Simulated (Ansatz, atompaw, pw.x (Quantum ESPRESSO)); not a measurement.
From atom to crystal: PAW (atompaw) potential for titanium

* Element: titanium
* Generator: atompaw 4.2.0.5
* Type: PAW
* Functional: PBE
* Relativity: scalar-relativistic
* Frozen core: [Ne]
* Valence charge: 12
* Reference configuration: 3s2 3p6 3d2 4s2 4p0
* Partial waves: 3s (bound): rc 1.15 bohr; 4s (bound): rc 1.65 bohr; 3p (bound): rc 1.15 bohr; 4p (bound, empty): rc 2.50 bohr; 3d (bound): rc 2.50 bohr; 3d channel at 4.15 Ry: rc 2.50 bohr
* Local potential: bessel scheme, radius 1.85 bohr
* Core correction: smooth core density matched at 2.05 bohr
* Augmentation charge: sinc compensation charge, radius 2.45 bohr; PAW radius 2.50 bohr; waves and projectors: custom rrkj gramschmidtortho

Atomic tests: cutoffs needed: 55 Ry and 100 Ry (the cutoffs (Ry, on a coarse ladder) from which the occupation-weighted sum of valence levels, in a spherical-Bessel basis at the reference potential, stays within 10 and 1 mRy of its value at 400 Ry); ghost test: no extra level below or beside the all-electron valence levels (s, p, d, f tested) (spherical-Bessel basis up to 400 Ry, 20 bohr box); lowest eigenvalue of the overlap operator: 0.10 (s channel).

Crystal test: bcc Ti in pw.x 7.5, no spin, 14³ k-points, Fermi–Dirac smearing 0.01 Ry, cutoffs 120/900 Ry. The reference is all-electron LAPW (Ansatz 0.2.0) with the same functional, mesh and smearing; V0 and B0 come from Birch–Murnaghan fits to the pressures at five volumes. Errors are pseudo minus all-electron; Δ is the rms difference of the E(V) curves that follow from these fits, minima aligned, over ±6 % about the mean V0. Mesh and smearing are coarse, so the numbers serve the comparison and aren't converged zero-temperature values; the lattice is a test structure that the element need not adopt.

```
V (Å³/atom)  P all-electron (GPa)  P pseudo (GPa)
     16.476                  6.10           10.51
     16.909                  3.01            6.98
     17.343                  0.23            3.91
     17.777                 -2.25            1.06
     18.210                 -4.47           -1.44
```

All-electron: a0 = 3.264 Å (V0 = 17.38 Å³/atom), B0 = 104.1 GPa.

Pseudopotential: mean pressure error (GPa): +3.68; a0 (Å): 3.299; a0 error (%): +1.09; B0 error (%): +1.0; Δ (meV/atom): 13.2. This is a poor potential for the solid.

Question: At the middle volume, how do free energy and pressure move when the wave cutoff is lowered (ecutrho held at 900 Ry)?

Answer:

```json
{"cutoff (Ry)": "54", "shift of F (meV/atom)": "+124.4", "shift of P (GPa)": "-7.65"}
{"cutoff (Ry)": "72", "shift of F (meV/atom)": "+24.6", "shift of P (GPa)": "+0.01"}
{"cutoff (Ry)": "96", "shift of F (meV/atom)": "+10.2", "shift of P (GPa)": "-0.46"}
```

Input at the middle volume:

```
&control
  calculation='scf', prefix='x', pseudo_dir='./', outdir='./tmp', tstress=.true., disk_io='none'
/
&system
  ibrav=0, nat=1, ntyp=1, ecutwfc=120, ecutrho=900, nbnd=14,
  occupations='smearing', smearing='fd', degauss=0.01
/
&electrons
  conv_thr=1e-09, mixing_beta=0.4, electron_maxstep=70
/
ATOMIC_SPECIES
Ti 1.0 Ti.UPF
CELL_PARAMETERS angstrom
  -1.63062743 1.63062743 1.63062743
  1.63062743 -1.63062743 1.63062743
  1.63062743 1.63062743 -1.63062743
ATOMIC_POSITIONS crystal
Ti 0.0000 0.0000 0.0000
K_POINTS automatic
14 14 14 0 0 0
```

```bash
pw.x < Ti.scf.in > Ti.scf.out
```

Lines of the output:

```
Message from routine setup:
     using ibrav=0 with symmetry is DISCOURAGED, use correct ibrav instead
     lattice parameter (alat)  =       5.3372  a.u.
     unit-cell volume          =     117.0364 (a.u.)^3
     number of electrons       =        12.00
     number of Kohn-Sham states=           14
     kinetic-energy cutoff     =     120.0000  Ry
     charge density cutoff     =     900.0000  Ry
     scf convergence threshold =      1.0E-09
     Exchange-correlation= SLA PW PBX PBC
     number of k points=   104  Fermi-Dirac smearing, width (Ry)=  0.0100
     iteration #  1     ecut=   120.00 Ry     beta= 0.40
     total energy              =    -183.54726246 Ry
     estimated scf accuracy    <       0.23777076 Ry
     iteration #  2     ecut=   120.00 Ry     beta= 0.40
     total energy              =    -183.69025783 Ry
     estimated scf accuracy    <       0.00584469 Ry
     iteration #  3     ecut=   120.00 Ry     beta= 0.40
     total energy              =    -183.69159420 Ry
     estimated scf accuracy    <       0.00878931 Ry
     iteration #  4     ecut=   120.00 Ry     beta= 0.40
     total energy              =    -183.68878495 Ry
     estimated scf accuracy    <       0.00258707 Ry
     iteration #  5     ecut=   120.00 Ry     beta= 0.40
     total energy              =    -183.68972571 Ry
     estimated scf accuracy    <       0.00020295 Ry
     iteration #  6     ecut=   120.00 Ry     beta= 0.40
     total energy              =    -183.68963716 Ry
     estimated scf accuracy    <       0.00079226 Ry
     iteration #  7     ecut=   120.00 Ry     beta= 0.40
     total energy              =    -183.68969465 Ry
     estimated scf accuracy    <       0.00006632 Ry
     iteration #  8     ecut=   120.00 Ry     beta= 0.40
     total energy              =    -183.68971838 Ry
     estimated scf accuracy    <       0.00004130 Ry
     iteration #  9     ecut=   120.00 Ry     beta= 0.40
     total energy              =    -183.68971807 Ry
     estimated scf accuracy    <       0.00000372 Ry
     iteration # 10     ecut=   120.00 Ry     beta= 0.40
     total energy              =    -183.68971994 Ry
     estimated scf accuracy    <       0.00000189 Ry
     iteration # 11     ecut=   120.00 Ry     beta= 0.40
     total energy              =    -183.68971969 Ry
     estimated scf accuracy    <       0.00000471 Ry
     iteration # 12     ecut=   120.00 Ry     beta= 0.40
     total energy              =    -183.68971981 Ry
     estimated scf accuracy    <       0.00000010 Ry
     iteration # 13     ecut=   120.00 Ry     beta= 0.40
     total energy              =    -183.68971987 Ry
     estimated scf accuracy    <       0.00000003 Ry
     iteration # 14     ecut=   120.00 Ry     beta= 0.40
     the Fermi energy is    12.5873 ev
!    total energy              =    -183.68971987 Ry
     estimated scf accuracy    <          5.5E-10 Ry
     smearing contrib. (-TS)   =      -0.01039972 Ry
     convergence has been achieved in  14 iterations
          total   stress  (Ry/bohr**3)                   (kbar)     P=       39.12
     Message from routine punch:
     Nothing written, as per user request (disk_io='none')
```

The 8 pw.x runs together took about 8.6 min on one core of a shared server CPU.
